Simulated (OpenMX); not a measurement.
Runs of OpenMX 3.8.5 on Te. Symmetry: P3_121, No. 152, trigonal system. The conventional cell has a = 4.365 Å, b = 4.365 Å, c = 5.924 Å, α = 90.00°, β = 90.00°, γ = 120.00°. Te (site symmetry 2) has 2 Te at 2.83 Å as nearest neighbours. 

| cell | pressure (GPa) | largest force (eV/Å) |
| --- | --- | --- |
| P3_121, 32.58 Å³/atom | 5.5 | (a) |
| P3_121, 36.69 Å³/atom | 0.2 | 0.25 |
| P3_121, 31.27 Å³/atom | 7.9 | 1.12 |
| P3_121, 35.3 Å³/atom | (c) | 0.48 |
| P3_121, 33.93 Å³/atom | (b) | 0.67 |

Alike in all rows: task band structure; level PBE; potentials or basis OpenMX 2013 PBE set, Te7.0-s3p2d2f1, grid cutoff 500 Ry; no spin polarisation; k mesh 5 × 5 × 5; smearing fermi-dirac 0.05 eV.

Problem. Estimate the missing entries.

Solution. (a) 0.88; (b) 3.4; (c) 1.6.

Caveats: the basis has few d functions beyond the semicore shells, which can make volumes several per cent too large; the basis of atomic orbitals isn't converged, which shifts pressures, moduli and gaps; forces of over 1 eV/Å show positions far from the minimum, so gaps and moduli don't describe the material at rest (some runs).
